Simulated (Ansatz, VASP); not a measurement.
**One calculation of MgO, two programs**

```
CELL_PARAMETERS angstrom
0.00000 2.14176 2.14176
2.14176 0.00000 2.14176
2.14176 2.14176 0.00000
ATOMIC_POSITIONS crystal
Mg 0.00000 0.00000 0.00000
O 0.50000 0.50000 0.50000
```

Alike in both runs: task single point; functional PBE; k mesh 10 × 10 × 10; occupations methfessel-paxton of order 1, width 0.0138 eV; no spin polarisation.

|  | VASP | Ansatz |
| --- | --- | --- |
| version | VASP 6.6.1 | Ansatz 0.2.0 |
| potentials or method | VASP PAW PBE potentials, release 64 (Mg, O) | PAW plane waves |
| plane-wave cutoff (eV) | 520 | 420 |
| valence electrons in the cell | 8 | 16 |

```csv
,VASP,Ansatz,Ansatz less VASP
gap on the k mesh at the Fermi level (eV),4.25,4.27,+0.019
pressure (GPa),-3.7,-3.0,+0.74
```

The two sets of potentials don't hold the same shells in valence.

PBE gaps usually lie below the measured ones, often by a third to a half.
